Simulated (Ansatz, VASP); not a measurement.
**KMgF3 in VASP and in Ansatz**

The input INCAR:

```
  ALGO = Normal
  EDIFF = 1E-6
  ENCUT = 520
  GGA = PE
  ISIF = 2
  ISMEAR = 0
  LASPH = True
  LCHARG = False
  LREAL = False
  LWAVE = False
  NBANDS = 24
  NELM = 80
  PREC = Accurate
  SIGMA = 0.05
```

File KPOINTS:

```
k-points
0
Gamma
  6 6 6
```

POSCAR

```
KMgF3
1.0
    3.9859000000      0.0049823750      0.0000000000
    0.0049823750      3.9859000000      0.0000000000
    0.0000000000      0.0000000000      3.9859000000
K Mg F
1 1 3
Direct
    0.5000000000      0.5000000000      0.5000000000
    0.0000000000      0.0000000000      0.0000000000
    0.5000000000      0.0000000000      0.0000000000
    0.0000000000      0.5000000000      0.0000000000
    0.0000000000      0.0000000000      0.5000000000
```

Input for Ansatz:

```yaml
crystal:
  lattice:
    - [3.9859, 0.004982375, 0.0]
    - [0.004982375, 3.9859, 0.0]
    - [0.0, 0.0, 3.9859]
  atoms:
    - { symbol: K, position: [0.5, 0.5, 0.5] }
    - { symbol: Mg, position: [0.0, 0.0, 0.0] }
    - { symbol: F, position: [0.5, 0.0, 0.0] }
    - { symbol: F, position: [0.0, 0.5, 0.0] }
    - { symbol: F, position: [0.0, 0.0, 0.5] }
basis:
  ecutwfc: 420
kpoints:
  mp_grid: { grid: [6, 6, 6] }
hamiltonian:
  xc: pbe
scf:
  occupations: { method: gaussian, width: 0.05 }
output:
  forces: true
  stress: true
  eigenvalues: true
  write_density: true
  write_potential: true
  elf: true
  volumetric_format: npy
```

Change from the starting cell: strain +0.0025 x Voigt [0, 0, 0, 0, 0, 1], atoms carried along.

Alike in both runs: task single point; functional PBE; k mesh 6 × 6 × 6; occupations gaussian, width 0.05 eV; no spin polarisation.

|  | VASP | Ansatz |
| --- | --- | --- |
| version | VASP 6.6.1 | Ansatz 0.2.0 |
| potentials or method | VASP PAW PBE potentials, release 64 (K_sv, Mg, F) | scalar-relativistic, plane waves, PAW |
| plane-wave cutoff (eV) | 520 | 420 |
| valence electrons in the cell | 32 | 40 |

|  | VASP | Ansatz | Ansatz less VASP |
| --- | --- | --- | --- |
| gap on the k mesh at the Fermi level (eV) | 7.30 | 7.33 | +0.030 |
| least direct gap on the mesh (eV) | 7.62 | 7.65 | +0.028 |
| pressure (GPa) | 3.4 | 3.8 | +0.43 |
| largest component of the traceless stress (GPa) | 0.12 | 0.12 | -0.002 |

The functional is the same, so the differences come from potentials, cutoffs and numerics. The two sets of potentials don't hold the same shells in valence.

A k mesh can miss the band edges.
